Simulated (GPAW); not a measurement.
Write an ASE script for GPAW 26.7.0 that does the following.

```
Task                : equation of state
Functional          : BLYP
Potentials or basis : PAW data sets generated in the run's folder for this functional
Cutoff              : 600 eV
Basis               : pw
k mesh              : 6 × 6 × 6
Occupations         : fermi-dirac, width 0.05 eV
Spin                : no spin polarisation
Eigensolver         : davidson
Maxiter             : 150
Eos scales          : [0.94, 0.96, 0.98, 1.0, 1.02, 1.04, 1.06]
```

The system is PbSe (Clausthalite).

```xyz
2
Lattice="0.0000 3.0606 3.0606 3.0606 0.0000 3.0606 3.0606 3.0606 0.0000" Properties=species:S:1:pos:R:3 pbc="T T T"
Pb    0.0000    0.0000    0.0000
Se    3.0606    3.0606    3.0606
```

The input as run:

run.py

```python
from ase import Atoms
from ase.eos import EquationOfState
from ase.io import Trajectory
from ase.units import GPa
from gpaw import GPAW, PW, setup_paths

setup_paths.insert(0, '.')

atoms = Atoms(['Pb', 'Se'],
              cell=[[0.0, 3.06065, 3.06065],
                    [3.06065, 0.0, 3.06065],
                    [3.06065, 3.06065, 0.0]],
              scaled_positions=[[0.0, 0.0, 0.0],
                                [0.5, 0.5, 0.5]],
              pbc=True)

traj = Trajectory('eos.traj', 'w')
volumes, energies = [], []
for x in [0.94, 0.96, 0.98, 1.0, 1.02, 1.04, 1.06]:
    a = atoms.copy()
    a.set_cell(atoms.cell * x**(1 / 3), scale_atoms=True)
    calc = GPAW(mode=PW(600),
                xc='BLYP',
                kpts={'size': (6, 6, 6), 'gamma': True},
                occupations={'name': 'fermi-dirac', 'width': 0.05},
                nbands=19,
                convergence={'density': 1e-05, 'energy': 1e-05},
                eigensolver='davidson',
                maxiter=150,
                txt=f'eos-{x:.2f}.txt')
    a.calc = calc
    energies.append(a.get_potential_energy(force_consistent=True))
    volumes.append(a.get_volume())
    p = -a.get_stress()[:3].mean() / GPa
    calc.write(f'eos-{x:.2f}.gpw')
    traj.write(a)
    print(f'{x:.2f} {volumes[-1]:10.4f} A^3 {energies[-1]:14.6f} eV {p:9.3f} GPa', flush=True)

v0, e0, B = EquationOfState(volumes, energies, eos='birchmurnaghan').fit()
print(f'V0 = {v0:.4f} A^3, E0 = {e0:.6f} eV, B0 = {B / GPa:.2f} GPa')
```

Potentials or basis: PAW data sets generated in the run's folder for this functional, pw.

The run is started by

```sh
$ gpaw-setup -f BLYP Pb Se
$ OMP_NUM_THREADS=1 python run.py
```

It gave:

```json
{"Equilibrium volume": "32.03 Å³/atom (rough: see the caveat)", "Bulk modulus": "40 GPa (rough)"}
```

Caveat: the minimum lies outside the volumes run.

Run time: 71 s on 1 thread of Arm Neoverse V1 (shared host), peak memory 0.26 GiB.
